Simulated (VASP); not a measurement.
# InP (F-43m) in VASP: further runs

Runs on InP. Level: PBEsol. Tasks: single point.

All numbers are computed with VASP 6.6.1; they aren't measurements. Logs are shortened: lines on timing, memory, paths and dates and some standing lists are left out, and cuts for length are marked.

**What was measured.**

From a printed reference work, data compilation, for a bulk crystal of InP at 1.6 K: band gap 1.4236 eV (direct).

The runs below are set against these values where they give the same quantity.

## Step 1: The cell of the first run

The structure is cubic, space group F-43m (No. 216). The conventional cell has a = 5.861 Å, b = 5.861 Å, c = 5.861 Å, α = 90.00°, β = 90.00°, γ = 90.00°. Within 3.3 Å of In (site symmetry -43m) lie 4 P at 2.54 Å. P (site symmetry -43m) has 4 In at 2.54 Å within 3.3 Å.

## Step 2: Single point, PBEsol

Contents of INCAR:

```
PREC = Accurate
ENCUT = 520
EDIFF = 1E-7
ISMEAR = -1
SIGMA = 0.05
LREAL = F
LASPH = T
NELM = 80
ALGO = Normal
ISIF = 2
LWAVE = F
LCHARG = T
GGA = PS
LELF = T
LVHAR = T
NBANDS = 16
```

Contents of KPOINTS:

```
Automatic mesh
0
Gamma
  6 6 6
```

Contents of POSCAR:

```
InP
1.0
    0.0000000000      2.9305000000      2.9305000000
    2.9305000000      0.0000000000      2.9305000000
    2.9305000000      2.9305000000      0.0000000000
In P
1 1
Direct
    0.0000000000      0.0000000000      0.0000000000
    0.7500000000      0.7500000000      0.7500000000
```

Potentials or basis: VASP PAW PBE potentials, release 64 (In_d, P).

Started as:

```bash
$ cat potpaw_PBE.64/In_d/POTCAR potpaw_PBE.64/P/POTCAR > POTCAR
$ mpirun -np 1 vasp_std > vasp.out
```

OUTCAR:

```text
PREC = Accurate
   ENCUT = 520
   EDIFF = 1E-7
   ISMEAR = -1
   LREAL = F
   LASPH = T
   NELM = 80
   ISIF = 2
   GGA = PS

 ion  position               nearest neighbor table
   1  0.000  0.000  0.000-   2 2.54   2 2.54   2 2.54   2 2.54
   2  0.750  0.750  0.750-   1 2.54   1 2.54   1 2.54   1 2.54

  LATTYP: Found a face centered cubic cell.
 ALAT       =     5.8610000000

  Lattice vectors:

 A1 = (   0.0000000000,   2.9305000000,   2.9305000000)
 A2 = (   2.9305000000,   0.0000000000,   2.9305000000)
 A3 = (   2.9305000000,   2.9305000000,   0.0000000000)

Analysis of symmetry for initial positions (statically):
=====================================================================
 Subroutine PRICEL returns:
 Original cell was already a primitive cell.

 Routine SETGRP: Setting up the symmetry group for a
 face centered cubic supercell.

 Subroutine GETGRP returns: Found 24 space group operations
 (whereof 24 operations were pure point group operations)
 out of a pool of 48 trial point group operations.

The static configuration has the point symmetry T_d .

Analysis of symmetry for dynamics (positions and initial velocities):
=====================================================================
 Subroutine PRICEL returns:
 Original cell was already a primitive cell.

 Routine SETGRP: Setting up the symmetry group for a
 face centered cubic supercell.

 Subroutine GETGRP returns: Found 24 space group operations
 (whereof 24 operations were pure point group operations)
 out of a pool of 48 trial point group operations.

The dynamic configuration has the point symmetry T_d .

 Subroutine INISYM returns: Found 24 space group operations
 (whereof 24 operations are pure point group operations),
 and found     1 'primitive' translations

----------------------------------------------------------------------------------------

                                     Primitive cell

  volume of cell :      50.3333

  direct lattice vectors                    reciprocal lattice vectors
     0.000000000  2.930500000  2.930500000    -0.170619348  0.170619348  0.170619348
     2.930500000  0.000000000  2.930500000     0.170619348 -0.170619348  0.170619348
     2.930500000  2.930500000  0.000000000     0.170619348  0.170619348 -0.170619348

  length of vectors
     4.144352845  4.144352845  4.144352845     0.295521380  0.295521380  0.295521380

  position of ions in fractional coordinates (direct lattice)
     0.000000000  0.000000000  0.000000000
     0.750000000  0.750000000  0.750000000

  ion indices of the primitive-cell ions
   primitive index   ion index
                 1           1
                 2           2

----------------------------------------------------------------------------------------

 KPOINTS: Automatic mesh

Automatic generation of k-mesh.
 Grid dimensions read from file:
 generate k-points for:    6    6    6

 Generating k-lattice:

  Cartesian coordinates                     Fractional coordinates (reciprocal lattice)
    -0.028436558  0.028436558  0.028436558     0.166666667  0.000000000  0.000000000
     0.028436558 -0.028436558  0.028436558     0.000000000  0.166666667  0.000000000
     0.028436558  0.028436558 -0.028436558     0.000000000  0.000000000  0.166666667

  Length of vectors
     0.049253563  0.049253563  0.049253563

  Shift w.r.t. Gamma in fractional coordinates (k-lattice)
     0.000000000  0.000000000  0.000000000

 Subroutine IBZKPT returns following result:
 ===========================================

 Found     16 irreducible k-points:

 Following reciprocal coordinates:
            Coordinates               Weight
  0.000000  0.000000  0.000000      1.000000
  0.166667  0.000000  0.000000      8.000000
  0.333333  0.000000  0.000000      8.000000
  0.500000  0.000000  0.000000      4.000000
  0.166667  0.166667  0.000000      6.000000
  0.333333  0.166667  0.000000     24.000000
[... 8 lines left out ...]
 -0.333333  0.333333  0.166667     24.000000
 -0.333333  0.500000  0.166667     12.000000
   k-points           NKPTS =     16   k-points in BZ     NKDIM =     16   number of bands    NBANDS=     16
   number of dos      NEDOS =    301   number of ions     NIONS =      2
   total plane-waves  NPLWV =  32768
   dimension x,y,z NGX =    32 NGY =   32 NGZ =   32
   dimension x,y,z NGXF=    64 NGYF=   64 NGZF=   64
   ions per type =               1   1
   NGX,Y,Z   is equivalent  to a cutoff of  12.84, 12.84, 12.84 a.u.
   NGXF,Y,Z  is equivalent  to a cutoff of  25.67, 25.67, 25.67 a.u.
 SYSTEM =  unknown system
   PREC   = accura    normal or accurate (medium, high low for compatibility)
   ISTART =      0    job   : 0-new  1-cont  2-samecut
   ICHARG =      2    charge: 1-file 2-atom 10-const
   ISPIN  =      1    spin polarized calculation?
   LNONCOLLINEAR =      F non collinear calculations
   LSORBIT =      F    spin-orbit coupling
   LASPH  =      T    aspherical Exc in radial PAW
   ENCUT  =  520.0 eV  38.22 Ry    6.18 a.u.   7.71  7.71  7.71*2*pi/ulx,y,z
   NELM   =     80;   NELMIN=  2; NELMDL= -5     # of ELM steps
   EDIFF  = 0.1E-06   stopping-criterion for ELM
   LREAL  =      F    real-space projection
   EDIFFG = 0.1E-05   stopping-criterion for IOM
   NSW    =      0    number of steps for IOM
   IBRION =     -1    ionic relax: 0-MD 1-quasi-New 2-CG
   NFREE  =      0    steps in history (QN), initial steepest desc. (CG)
   ISIF   =      2    stress and relaxation
   ISYM   =      2    0-nonsym 1-usesym 2-fastsym
   POTIM  = 0.5000    time-step for ionic-motion
   TEBEG  =    0.0;   TEEND  =   0.0 temperature during run
   PSTRESS=    0.0 pullay stress
   NELECT =      18.0000    total number of electrons
   NUPDOWN=      -1.0000    fix difference up-down
   EMIN   =  10.00;   EMAX   =-10.00  energy-range for DOS
   EFERMI =   0.00;   METHOD = LEGACY
   ISMEAR =    -1;   SIGMA  =   0.05  broadening in eV -4-tet -1-fermi 0-gaus
   EFERMI_NEDOS =   21; number of points for ismear=-14 and -15
   IALGO  =     38    algorithm
   IMIX   =      4    mixing-type and parameters
     AMIX     =   0.40;   BMIX     =  1.00
     AMIX_MAG =   1.60;   BMIX_MAG =  1.00
  volume/ion in A,a.u.               =      25.17       169.83
  Fermi-wavevector in a.u.,A,eV,Ry     =   1.162021  2.195901 18.371846  1.350293
  Thomas-Fermi vector in A             =   2.298587
   LORBIT       =      0    0 simple, 1 ext, 2 COOP (PROOUT), +10 PAW based schemes
   GGA     = PS    functional components
   LHFCALC =     F    Hartree Fock is set to
   AEXX    =    0.0000 exact exchange contribution
   IVDW    =     0    specifies the selected vdW correction
   LEPSILON=     F    determine dielectric tensor
   LRPA    =     F    only Hartree local field effects (RPA)
 non-spin polarized calculation
  energy-cutoff  :      520.00
  volume of cell :       50.33
 maximum number of plane-waves:      1380
   NGX = 15   NGY = 15   NGZ = 15

 number of electron      18.0000005 magnetization

 Free energy of the ion-electron system (eV)
  ---------------------------------------------------
  ext. energy  EPLUGINS =         0.00000000
  ---------------------------------------------------
  free energy    TOTEN  =        -9.14210517 eV

  energy without entropy =       -9.14207990  energy(sigma->0) =       -9.14209253

 E-fermi :   5.4328     XC(G=0):  -9.4765

 val. band max:        5.0989626579   @ k =   0.0000   0.0000   0.0000
 cond. band min:       5.7110950373   @ k =   0.0000   0.0000   0.0000
 fundamental gap:      0.6121323794
 Fermi energy:         5.4328359382

 k-point     1 :       0.0000    0.0000    0.0000
  band No.  band energies     occupation
      1      -9.0586      2.00000
      2      -9.0586      2.00000
      3      -9.0586      2.00000
      4      -8.9043      2.00000
      5      -8.9043      2.00000
      6      -6.4502      2.00000
[... 8 lines left out ...]
     15      14.5251      0.00000
     16      14.5251      0.00000

 k-point     2 :       0.1667    0.0000    0.0000
  band No.  band energies     occupation
      1      -9.0914      2.00000
      2      -9.0460      2.00000
      3      -9.0460      2.00000
      4      -8.9039      2.00000
      5      -8.9039      2.00000
      6      -6.1338      2.00000
[... 8 lines left out ...]
     15      13.6520      0.00000
     16      14.3823      0.00000

 k-point     3 :       0.3333    0.0000    0.0000
  band No.  band energies     occupation
      1      -9.1518      2.00000
      2      -9.0259      2.00000
      3      -9.0259      2.00000
      4      -8.8974      2.00000
      5      -8.8974      2.00000
      6      -5.3148      2.00000
[... 8 lines left out ...]
     15      14.1349      0.00000
     16      14.1349      0.00000

 k-point     4 :       0.5000    0.0000    0.0000
  band No.  band energies     occupation
      1      -9.1801      2.00000
      2      -9.0192      2.00000
      3      -9.0192      2.00000
      4      -8.8906      2.00000
      5      -8.8906      2.00000
      6      -4.6990      2.00000
[... 8 lines left out ...]
     15      15.7060      0.00000
     16      15.7060      0.00000
[... 172 lines left out ...]
 k-point    14 :       0.5000    0.3333    0.1667
  band No.  band energies     occupation
      1      -9.1929      2.00000
      2      -9.0035      2.00000
      3      -8.9845      2.00000
      4      -8.9246      2.00000
      5      -8.8858      2.00000
      6      -4.6758      2.00000
[... 8 lines left out ...]
     15      16.1319      0.00000
     16      16.7962      0.00000

 k-point    15 :      -0.3333    0.3333    0.1667
  band No.  band energies     occupation
      1      -9.2027      2.00000
      2      -9.0041      2.00000
      3      -8.9737      2.00000
      4      -8.9189      2.00000
      5      -8.8908      2.00000
      6      -4.1819      2.00000
[... 8 lines left out ...]
     15      16.0974      0.00000
     16      16.6402      0.00000

 k-point    16 :      -0.3333    0.5000    0.1667
  band No.  band energies     occupation
      1      -9.2223      2.00000
      2      -8.9854      2.00000
      3      -8.9608      2.00000
      4      -8.9335      2.00000
      5      -8.8822      2.00000
      6      -3.9724      2.00000
[... 8 lines left out ...]
     15      16.3351      0.00000
     16      17.0220      0.00000

------------------------ aborting loop because EDIFF is reached ----------------------------------------

  FORCE on cell =-STRESS in cart. coord.  units (eV):
  Direction    XX          YY          ZZ          XY          YZ          ZX
  --------------------------------------------------------------------------------------
  -------------------------------------------------------------------------------------
  Total        0.1826554      0.1826554      0.1826554      0.0000000      0.0000000      0.0000000
  in kB        5.8141729      5.8141729      5.8141729      0.0000000      0.0000000      0.0000000
  external PRESSURE =       5.8141729 kB  Pullay stress =       0.0000000 kB

 VOLUME and BASIS-vectors are now :
 -----------------------------------------------------------------------------
  energy-cutoff  :      520.00
  volume of cell :       50.33
      direct lattice vectors                 reciprocal lattice vectors
     0.000000000  2.930500000  2.930500000    -0.170619348  0.170619348  0.170619348
     2.930500000  0.000000000  2.930500000     0.170619348 -0.170619348  0.170619348
     2.930500000  2.930500000  0.000000000     0.170619348  0.170619348 -0.170619348

 POSITION                                       TOTAL-FORCE (eV/Angst)
 -----------------------------------------------------------------------------------
      0.00000      0.00000      0.00000         0.000000      0.000000      0.000000
      4.39575      4.39575      4.39575        -0.000000     -0.000000     -0.000000
 -----------------------------------------------------------------------------------
    total drift:                                0.000000      0.000000     -0.000000

  FREE ENERGIE OF THE ION-ELECTRON SYSTEM (eV)
  ---------------------------------------------------
  free  energy   TOTEN  =        -9.1421051740 eV

  energy  without entropy=       -9.1420798951  energy(sigma->0) =       -9.14209253
```

Wall time 20 s (1 thread of Intel Xeon 8259CL, shared host); peak memory 0.15 GiB.

Results:

```yaml
Free_energy: -9.1421 eV
Pressure: 0.6 GPa
Band_gap_on_the_k_mesh: 0.61 eV, direct
```

Caveat: the PAW data sets were made with another functional, which shifts forces and pressure a little; spin-orbit coupling is left out, which moves the levels of the heavy elements.

(Part 1 of 3 ends here.)
